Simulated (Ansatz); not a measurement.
Crystal: Na.

```
CELL_PARAMETERS angstrom
-2.14100 2.14100 2.14100
2.14100 -2.14100 2.14100
2.14100 2.14100 -2.14100
ATOMIC_POSITIONS crystal
Na 0.00000 0.00000 0.00000
```

Base run:

- Program: Ansatz 0.2.0
- Functional: LDA
- Potentials or basis: all-electron LAPW, scalar-relativistic
- Cutoff: 75 eV (chosen from the basis error)
- Basis error allowed: 0.001 eV/atom
- k mesh: 9 × 9 × 9
- Occupations: fermi-dirac, width 0.05 eV
- Spin: no spin polarisation

Its results: pressure -1.1 GPa.

The run is repeated on the same cell with these changes: functional from LDA to PBEsol. What comes out?

Pressure -0.5 GPa.

PBEsol binds less tightly than LDA, so the same cell stands under more pressure.
